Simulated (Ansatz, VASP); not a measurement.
## AlPt in VASP and in Ansatz

```
Al Pt
1.0
     3.03558    0.00000    0.00000
     0.00000    3.03558    0.00000
     0.00000    0.00000    3.03558
Al Pt
1 1
Direct
  0.00000 0.00000 0.00000
  0.50000 0.50000 0.50000
```

Measurements of this composition are mostly on another form, of space group No. 198.

Alike in both runs: task single point; functional r2SCAN; k mesh 11 × 11 × 11; no spin polarisation.

|  | VASP | Ansatz |
| --- | --- | --- |
| version | VASP 6.6.1 | Ansatz 0.2.0 |
| potentials or method | VASP PAW PBE potentials, release 64 (Al, Pt) | plane waves, PAW |
| plane-wave cutoff (eV) | 520 | 612 |
| occupations | methfessel-paxton of order 1, width 0.05 eV | cold, width 0.05 eV |
| valence electrons in the cell | 13 | 21 |

|  | VASP | Ansatz | Ansatz less VASP |
| --- | --- | --- | --- |
| pressure (GPa) | 6.5 | 6.6 | +0.08 |

The two sets of potentials don't hold the same shells in valence.

Caveats: the PAW data sets were made with another functional, which shifts forces and pressure a little (VASP). The runs have no spin-orbit coupling, so splittings on Pt are missing.
